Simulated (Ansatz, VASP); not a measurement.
# SiC: VASP beside Ansatz

One calculation is typed for both programs; each brings its own data sets and cutoff. How far apart do they land?

Program: Ansatz 0.2.0. Level of theory: plane waves, with VASP 6.6.1 beside it; dielectric response at LDA. Results are calculated unless marked as measured.

## (1) Starting point

It takes space group F-43m (No. 216, cubic). Conventional cell: a = 4.360 Å, b = 4.360 Å, c = 4.360 Å, α = 90.00°, β = 90.00°, γ = 90.00°. Nearest to Si lie 4 C at 1.89 Å. C has 4 Si at 1.89 Å nearest. Farther neighbours are not listed.

## (2) VASP: dielectric response, LDA

The response to a field tests empty states and converges slowly with the mesh.

Lines of VASP's logs that name or quote its potential files are left out, and so is its time.

INCAR reads:

```
SYSTEM = SiC
PREC = Accurate
ENCUT = 520
EDIFF = 1E-08
NELM = 120
ISMEAR = 0
SIGMA = 0.02
LREAL = .FALSE.
ALGO = Normal
GGA = CA
NBANDS = 10
LASPH = .TRUE.
LWAVE = .FALSE.
LCHARG = .FALSE.
KPAR = 16
LEPSILON = .TRUE.
```

POSCAR reads:

```
SiC
1.0
    0.0000000000      2.1800000000      2.1800000000
    2.1800000000      0.0000000000      2.1800000000
    2.1800000000      2.1800000000      0.0000000000
Si C
1 1
Direct
    0.0000000000      0.0000000000      0.0000000000
    0.2500000000      0.2500000000      0.2500000000
```

KPOINTS reads:

```
Automatic mesh
0
Gamma
13 13 13
0 0 0
```

The projector-augmented-wave data sets are Si and C (LDA family, release 64).

Run with:

```console
> mpirun -np 16 vasp_std
```

Numbers of over 12 decimals in the logs are rounded to 6 here.

The program printed:

```text
[banner, memory and clock lines left out]
running   16 mpi-ranks, on    1 nodes
 distrk:  each k-point on    1 cores,   16 groups
 distr:  one band on    1 cores,    1 groups

 POSCAR found type information on POSCAR SiC
 POSCAR found :  2 types and       2 ions
|                                                                             |
|           W    W    AA    RRRRR   N    N  II  N    N   GGGG   !!!           |
|           W    W   A  A   R    R  NN   N  II  NN   N  G    G  !!!           |
|           W    W  A    A  R    R  N N  N  II  N N  N  G       !!!           |
|           W WW W  AAAAAA  RRRRR   N  N N  II  N  N N  G  GGG   !            |
|           WW  WW  A    A  R   R   N   NN  II  N   NN  G    G                |
|           W    W  A    A  R    R  N    N  II  N    N   GGGG   !!!           |
|                                                                             |
|     For optimal performance we recommend to set                             |
|       NCORE = 2 up to number-of-cores-per-socket                            |
|     NCORE specifies how many cores store one orbital (NPAR=cpu/NCORE).      |
|     This setting can greatly improve the performance of VASP for DFT.       |
|     The default, NCORE=1 might be grossly inefficient on modern             |
|     multi-core architectures or massively parallel machines. Do your        |
|     Unfortunately you need to use the default for GW and RPA                |
|     calculations (for HF NCORE is supported but not extensively tested      |
|     yet).                                                                   |
|                                                                             |

 LDA part: xc-table for (Slater(with rela. corr.)+CA(PZ))
 , standard interpolation
 POSCAR, INCAR and KPOINTS ok, starting setup
 FFT: planning ... GRIDC
 FFT: planning ... GRID_SOFT
 FFT: planning ... GRID
 WAVECAR not read
 entering main loop
       N       E                     dE             d eps       ncg     rms          rms(c)
DAV:   1     0.100353459327E+01    0.10035E+01   -0.38663E+03  1776   0.663E+02
DAV:   2    -0.180905465065E+02   -0.19094E+02   -0.18110E+02  2236   0.109E+02
DAV:   3    -0.186648806170E+02   -0.57433E+00   -0.57347E+00  1976   0.163E+01
DAV:   4    -0.186674430963E+02   -0.25625E-02   -0.25622E-02  1926   0.136E+00
DAV:   5    -0.186674565824E+02   -0.13486E-04   -0.13486E-04  1986   0.890E-02    0.905E+00
DAV:   6    -0.167269778804E+02    0.19405E+01   -0.75028E+00  1752   0.131E+01    0.398E+00
DAV:   7    -0.166581949254E+02    0.68783E-01   -0.36544E-01  1986   0.380E+00    0.179E+00
DAV:   8    -0.166377099460E+02    0.20485E-01   -0.26675E-02  1790   0.106E+00    0.176E-01
DAV:   9    -0.166373413766E+02    0.36857E-03   -0.18139E-03  2118   0.247E-01    0.946E-02
DAV:  10    -0.166373563244E+02   -0.14948E-04   -0.11455E-04  1778   0.713E-02    0.313E-02
DAV:  11    -0.166373565828E+02   -0.25847E-06   -0.37186E-06  2008   0.126E-02    0.125E-02
DAV:  12    -0.166373563593E+02    0.22349E-06   -0.64717E-07  1750   0.423E-03    0.673E-04
DAV:  13    -0.166373563629E+02   -0.35232E-08   -0.27236E-08  1866   0.107E-03
   1 F= -.16637356E+02 E0= -.16637356E+02  d E =-.104045E-35
 Linear response reoptimize wavefunctions to high precision
DAV:   1    -0.166373563658E+02   -0.29765E-08   -0.41713E-10  1220   0.147E-04
DAV:   2    -0.166373563658E+02    0.50022E-11   -0.13990E-11   878   0.328E-05
 Linear response G [H, r] |phi>, progress :
  Direction:   1
       N       E                     dE             d eps       ncg     rms
RMM:   1    -0.411339232498E+02   -0.41134E+02   -0.51218E+01  4314   0.434E+01
RMM:   2    -0.323844692813E+02    0.87495E+01   -0.23547E+00  2697   0.114E+01
RMM:   3    -0.323944431739E+02   -0.99739E-02   -0.21230E-02  2781   0.113E+00
RMM:   4    -0.323946576820E+02   -0.21451E-03    0.29493E-04  2935   0.132E-01
RMM:   5    -0.323947111491E+02   -0.53467E-04    0.94518E-05  2916   0.176E-02
RMM:   6    -0.323947173700E+02   -0.62209E-05    0.39270E-05  3072   0.260E-03
RMM:   7    -0.323947179505E+02   -0.58052E-06    0.34716E-05  2919   0.569E-04
RMM:   8    -0.323947181533E+02   -0.20285E-06    0.32811E-05  2489   0.276E-04
RMM:   9    -0.323947181112E+02    0.42102E-07    0.29986E-05  2176   0.243E-04
RMM:  10    -0.323947182775E+02   -0.16624E-06   -0.95390E-07  1957   0.242E-04
RMM:  11    -0.323947198960E+02   -0.16185E-05    0.50532E-05  1640   0.241E-04
RMM:  12    -0.323947200639E+02   -0.16792E-06    0.15182E-05  1264   0.239E-04
 Linear response G [H, r] |phi>, progress :
  Direction:   2
       N       E                     dE             d eps       ncg     rms
RMM:   1    -0.382065510020E+02   -0.38207E+02   -0.54556E+01  4334   0.410E+01
RMM:   2    -0.324445783897E+02    0.57620E+01   -0.15756E+00  2677   0.977E+00
RMM:   3    -0.324580927735E+02   -0.13514E-01   -0.10392E-02  2763   0.935E-01
RMM:   4    -0.324584877945E+02   -0.39502E-03    0.36535E-04  2919   0.107E-01
RMM:   5    -0.324585379805E+02   -0.50186E-04    0.68966E-05  2914   0.143E-02
RMM:   6    -0.324585437344E+02   -0.57539E-05    0.16020E-05  3054   0.227E-03
RMM:   7    -0.324585442263E+02   -0.49190E-06    0.11251E-05  2879   0.620E-04
RMM:   8    -0.324585444137E+02   -0.18739E-06    0.85009E-06  2453   0.383E-04
[...]
RMM:   6    -0.222776667701E+02   -0.27524E-06    0.89314E-07  2969   0.282E-03
RMM:   7    -0.222776668514E+02   -0.81321E-07    0.10622E-06  2751   0.589E-04
RMM:   8    -0.222776668306E+02    0.20813E-07    0.15456E-06  2450   0.257E-04
RMM:   9    -0.222776668262E+02    0.44136E-08   -0.10683E-06  2020   0.212E-04
RMM:  10    -0.222776668263E+02   -0.10861E-09   -0.24906E-06  1794   0.209E-04
RMM:  11    -0.222776668285E+02   -0.21451E-08    0.18196E-06  1557   0.208E-04
RMM:  12    -0.222776668290E+02   -0.57156E-09   -0.21074E-06  1238   0.208E-04
 Linear response to external field (no local field effect), progress :
  Direction:   1
       N       E                     dE             d eps       ncg     rms          rms(c)
RMM:   1    -0.440224346681E+00   -0.44022E+00   -0.18266E+00  3875   0.282E+00
RMM:   2    -0.452179764881E+00   -0.11955E-01   -0.34494E-03  2712   0.422E-01
RMM:   3    -0.452204230811E+00   -0.24466E-04   -0.20464E-05  2754   0.291E-02
RMM:   4    -0.452204408608E+00   -0.17780E-06   -0.16647E-07  2803   0.302E-03
RMM:   5    -0.452204411804E+00   -0.31962E-08    0.10454E-09  2695   0.322E-04
 change of polarisation eV/A/(eV/A) component  1 :     0.904     0.473     0.083
 dielectric tensor                  component  1 :     8.898     4.134     0.722
 Linear response to external field (no local field effect), progress :
  Direction:   2
       N       E                     dE             d eps       ncg     rms          rms(c)
RMM:   1    -0.427248173850E+00   -0.42725E+00   -0.17543E+00  3843   0.271E+00
RMM:   2    -0.438406496898E+00   -0.11158E-01   -0.33992E-03  2707   0.408E-01
RMM:   3    -0.438431112614E+00   -0.24616E-04   -0.19852E-05  2751   0.285E-02
RMM:   4    -0.438431274920E+00   -0.16231E-06   -0.17688E-07  2788   0.287E-03
RMM:   5    -0.438431276932E+00   -0.20118E-08   -0.25202E-09  2678   0.309E-04
 change of polarisation eV/A/(eV/A) component  2 :     0.473     0.877    -0.071
 dielectric tensor                  component  2 :     4.134     8.658    -0.622
 Linear response to external field (no local field effect), progress :
  Direction:   3
       N       E                     dE             d eps       ncg     rms          rms(c)
RMM:   1    -0.190058808362E+00   -0.19006E+00   -0.65418E-01  3830   0.214E+00
RMM:   2    -0.194388356660E+00   -0.43295E-02   -0.14903E-03  2684   0.303E-01
RMM:   3    -0.194398814898E+00   -0.10458E-04   -0.95521E-06  2715   0.208E-02
RMM:   4    -0.194398874834E+00   -0.59936E-07   -0.11530E-07  2804   0.220E-03
RMM:   5    -0.194398873908E+00    0.92562E-09   -0.34649E-09  2609   0.239E-04
 change of polarisation eV/A/(eV/A) component  3 :     0.082    -0.071     0.389
 dielectric tensor                  component  3 :     0.719    -0.623     4.395
 Linear response to external field, progress :
  Direction:   1
       N       E                     dE             d eps       ncg     rms          rms(c)
RMM:   1    -0.352514794002E+00   -0.35251E+00   -0.14117E+00 15803   0.255E+00
RMM:   2    -0.361658218643E+00   -0.91434E-02   -0.27794E-03 11003   0.377E-01    0.879E-01
RMM:   3    -0.351756548968E+00    0.99017E-02   -0.50122E-03 10975   0.420E-01    0.510E-01
RMM:   4    -0.361324781207E+00   -0.95682E-02   -0.61624E-03 11099   0.468E-01    0.742E-02
RMM:   5    -0.363405984006E+00   -0.20812E-02   -0.13519E-04 11175   0.858E-02    0.958E-03
RMM:   6    -0.363494690292E+00   -0.88706E-04   -0.13134E-06 11568   0.870E-03    0.477E-03
RMM:   7    -0.363538285110E+00   -0.43595E-04   -0.85010E-08 11480   0.222E-03    0.300E-04
RMM:   8    -0.363541870092E+00   -0.35850E-05   -0.52162E-09 12238   0.422E-04    0.115E-04
RMM:   9    -0.363540997036E+00    0.87306E-06   -0.79410E-10 10166   0.136E-04    0.188E-05
RMM:  10    -0.363541186678E+00   -0.18964E-06    0.25938E-11  6814   0.394E-05    0.661E-06
 change of polarisation eV/A/(eV/A) component  1 :     0.686     0.174     0.101
 dielectric tensor                  component  1 :     6.991     1.520     0.885
 Linear response to external field, progress :
  Direction:   2
       N       E                     dE             d eps       ncg     rms          rms(c)
RMM:   1    -0.352515000835E+00   -0.35252E+00   -0.14117E+00 15802   0.255E+00
RMM:   2    -0.361658218716E+00   -0.91432E-02   -0.27796E-03 11003   0.377E-01    0.879E-01
RMM:   3    -0.351756806266E+00    0.99014E-02   -0.50130E-03 10975   0.420E-01    0.510E-01
RMM:   4    -0.361326460591E+00   -0.95697E-02   -0.61627E-03 11098   0.468E-01    0.742E-02
RMM:   5    -0.363406574003E+00   -0.20801E-02   -0.13516E-04 11177   0.858E-02    0.958E-03
RMM:   6    -0.363495402693E+00   -0.88829E-04   -0.13065E-06 11562   0.870E-03    0.477E-03
RMM:   7    -0.363539045227E+00   -0.43643E-04   -0.85020E-08 11488   0.222E-03    0.300E-04
RMM:   8    -0.363542641303E+00   -0.35961E-05   -0.48704E-09 12248   0.422E-04    0.114E-04
RMM:   9    -0.363541768065E+00    0.87324E-06   -0.13856E-09 10164   0.136E-04    0.206E-05
RMM:  10    -0.363541946919E+00   -0.17885E-06   -0.17772E-09  6826   0.379E-05    0.792E-06
 change of polarisation eV/A/(eV/A) component  2 :     0.119     0.686     0.132
 dielectric tensor                  component  2 :     1.041     6.991     1.154
 Linear response to external field, progress :
  Direction:   3
       N       E                     dE             d eps       ncg     rms          rms(c)
RMM:   1    -0.352514997976E+00   -0.35251E+00   -0.14117E+00 15803   0.255E+00
RMM:   2    -0.361658229916E+00   -0.91432E-02   -0.27793E-03 11003   0.377E-01    0.879E-01
RMM:   3    -0.351756118511E+00    0.99021E-02   -0.50127E-03 10975   0.420E-01    0.510E-01
RMM:   4    -0.361327297071E+00   -0.95712E-02   -0.61623E-03 11098   0.468E-01    0.742E-02
RMM:   5    -0.363407888029E+00   -0.20806E-02   -0.13516E-04 11178   0.858E-02    0.958E-03
RMM:   6    -0.363496746972E+00   -0.88859E-04   -0.13084E-06 11563   0.870E-03    0.477E-03
RMM:   7    -0.363540426248E+00   -0.43679E-04   -0.84458E-08 11471   0.222E-03    0.300E-04
RMM:   8    -0.363544020473E+00   -0.35942E-05   -0.43178E-09 12274   0.422E-04    0.114E-04
RMM:   9    -0.363543149365E+00    0.87111E-06   -0.59707E-10 10158   0.136E-04    0.206E-05
RMM:  10    -0.363543328252E+00   -0.17889E-06   -0.92735E-10  6731   0.378E-05    0.792E-06
 change of polarisation eV/A/(eV/A) component  3 :     0.100     0.175     0.686
 dielectric tensor                  component  3 :     0.875     1.531     6.991
 Born effective charges drift removed
```

Parts of OUTCAR (step 2):

```text
ion  position               nearest neighbor table
   1  0.000  0.000  0.000-   2 1.89   2 1.89   2 1.89   2 1.89
   2  0.250  0.250  0.250-   1 1.89   1 1.89   1 1.89   1 1.89

  LATTYP: Found a face centered cubic cell.
 ALAT       =     4.3600000000

 Subroutine GETGRP returns: Found 24 space group operations
 (whereof 24 operations were pure point group operations)

The static configuration has the point symmetry T_d .

 Found     84 irreducible k-points:

   k-points           NKPTS =     84   k-points in BZ     NKDIM =     84   number of bands    NBANDS=     10

   dimension x,y,z NGX =    24 NGY =   24 NGZ =   24
   dimension x,y,z NGXF=    48 NGYF=   48 NGZF=   48

   ENCUT  =  520.0 eV  38.22 Ry    6.18 a.u.   5.73  5.73  5.73*2*pi/ulx,y,z

   NELECT =       8.0000    total number of electrons

 k-points in reciprocal lattice and weights: Automatic mesh
   0.00000000  0.00000000  0.00000000       0.000
   0.07692308  0.00000000  0.00000000       0.004
   0.15384615  0.00000000  0.00000000       0.004
   0.23076923  0.00000000  0.00000000       0.004
   0.30769231  0.00000000  0.00000000       0.004
   0.38461538  0.00000000  0.00000000       0.004
   0.46153846  0.00000000  0.00000000       0.004
   0.07692308  0.07692308  0.00000000       0.003
   0.15384615  0.07692308  0.00000000       0.011
[...]
-0.30769231  0.46153846  0.15384615       0.011
  -0.30769231  0.46153846  0.23076923       0.011

 average (electrostatic) potential at core
       1 -81.9511       2 -49.0514

  Total       -0.5594313     -0.5594313     -0.5594313      0.0000000      0.0000000     -0.0000000
  in kB      -43.2571431    -43.2571431    -43.2571431      0.0000000      0.0000000     -0.0000000
  external PRESSURE =     -43.2571431 kB  Pullay stress =       0.0000000 kB

  energy-cutoff  :      520.00
  volume of cell :       20.72
      direct lattice vectors                 reciprocal lattice vectors
     0.000000000  2.180000000  2.180000000    -0.229357798  0.229357798  0.229357798
     2.180000000  0.000000000  2.180000000     0.229357798 -0.229357798  0.229357798
     2.180000000  2.180000000  0.000000000     0.229357798  0.229357798 -0.229357798

 POSITION                                       TOTAL-FORCE (eV/Angst)
 -----------------------------------------------------------------------------------
      0.00000      0.00000      0.00000         0.000000      0.000000      0.000000
      1.09000      1.09000      1.09000        -0.000000     -0.000000     -0.000000
 -----------------------------------------------------------------------------------
    total drift:                                0.000000      0.000000      0.000000

 MACROSCOPIC STATIC DIELECTRIC TENSOR (including local field effects in DFT)
 ------------------------------------------------------
           6.991225     0.000000     0.000000
           0.000000     6.991225     0.000000
           0.000000     0.000000     6.991225
 ------------------------------------------------------

 PIEZOELECTRIC TENSOR (including local field effects)  for field in x, y, z        (C/m^2)
          XX          YY          ZZ          XY          YZ          ZX
  --------------------------------------------------------------------------------
  x    -0.00000     0.00000     0.00000     0.00000    -0.97717     0.00000
  y     0.00000     0.00000     0.00000     0.00000     0.00000    -0.97717
  z    -0.00000    -0.00000     0.00000    -0.97717     0.00000     0.00000

 BORN EFFECTIVE CHARGES (including local field effects) (in |e|, cummulative output)
 ---------------------------------------------------------------------------------
 ion    1
    1     2.69872     0.00000     0.00000
    2     0.00000     2.69872     0.00000
    3     0.00000     0.00000     2.69872
 ion    2
    1    -2.69872     0.00000     0.00000
    2     0.00000    -2.69872     0.00000
    3     0.00000     0.00000    -2.69872
```

Energies printed during the response cycles are not total energies of the cell.

[end of part 1 of 2]

[Lines on the potential files, build, host, timing and source positions are cut from VASP's logs without a mark.]

[Logs are printed without paths, hosts, clocks, repeated set-up lines and the standing remarks that a program may print on its own settings, such as how far it seeks lower states.]

[Hosts, paths, dates, database ids (printed as entryN), source tags and the programs' standing remarks are cut or masked in the printed files.]
